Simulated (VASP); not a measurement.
# Te under changes of volume

One of the cells (35.903 Å³/atom); the others are scaled copies at fixed shape and fractional positions:

```
Te
1.0
    -2.97738    3.90164    1.54532
     2.97738   -3.90164    1.54532
     2.97738    3.90164   -1.54532
Te
2
Direct
  0.00093 0.75093 0.25000
  0.99907 0.24907 0.75000
```

This isn't the form of Te at room conditions, which is trigonal, of chains.

* Program: VASP 6.6.1
* Functional: PBE
* Potentials or basis: VASP PAW PBE potentials, release 64 (Te)
* Cutoff: 520 eV
* k mesh: 10 × 10 × 10
* Occupations: fermi-dirac, width 0.05 eV
* Spin: no spin polarisation

```tsv
volume (Å³/atom)	energy over the lowest point (meV/atom)	pressure (GPa)
33.087	?	?
33.791	14.54	2.6
34.495	5.42	1.6
35.903	0.00	-0.2
36.607	2.77	-1.0
37.311	8.65	-1.6
```

**Question.** What does the run at 33.087 Å³/atom give?

**Answer.** Energy over the lowest point 28.64 meV/atom; pressure 3.8 GPa.

Worked out: A Birch-Murnaghan fit of order 3 (a polynomial in V^(-2/3)) to the other rows has its minimum at 35.69 Å³/atom with B0 = V·E''(V) = 42 GPa and B' = 5.0 at fixed shape and positions, which overstates the stiffness. It gives 28.66 meV/atom at 33.087 Å³/atom, against the run's 28.64, and -dE/dV = 3.8 GPa, against 3.8.

Energies are extrapolated to zero smearing.

Caveats: this functional lacks dispersion, which binds the layers, so the pressure and a relaxed spacing across them are unreliable (some runs).
